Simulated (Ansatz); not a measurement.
Runs of Ansatz 0.2.0 on GaP. It takes space group F-43m (No. 216, cubic). Conventional cell: a = 5.451 Å, b = 5.451 Å, c = 5.451 Å, α = 90.00°, β = 90.00°, γ = 90.00°. Ga (site symmetry -43m) has 4 P at 2.36 Å as nearest neighbours. Around P (site symmetry -43m) lie 4 Ga at 2.36 Å. 

```csv
task,level,potentials or basis,cell,k mesh,cutoff (eV),basis error allowed,mesh quality,gap on the mesh (eV),pressure (GPa),relaxed volume (Å³/atom)
relaxation of cell and atoms,PBEsol,"all-electron LAPW, scalar-relativistic",relaxed,8 × 8 × 8,-,0.001 eV/atom,not flagged,(b),0.0,20.10
single point,HSE06,all-electron PAW datasets made for the crystal,as given,4 × 4 × 4,270,-,coarse,(c),1.2,-
single point,PBE,all-electron PAW datasets made for the crystal,as given,4 × 4 × 4,240,-,coarse,1.63,2.9,-
band structure,PBEsol,"all-electron LAPW, scalar-relativistic",as given,8 × 8 × 8,278,0.001 eV/atom,not flagged,1.52,(a),-
relaxation of cell and atoms,RPBE+D3(BJ),"all-electron LAPW, scalar-relativistic",relaxed,8 × 8 × 8,-,0.001 eV/atom,not flagged,1.55,0.0,18.58
```

Alike in all rows: no spin polarisation; smearing fermi-dirac 0.05 eV.

Question: Fill in the values left out.

Answer: (a) -0.6; (b) 1.50; (c) 2.31.

Caveats: some runs use coarse meshes.

A k mesh can miss the band edges, and the runs leave out spin-orbit coupling on Ga.

The runs don't all hold the same shells in valence.
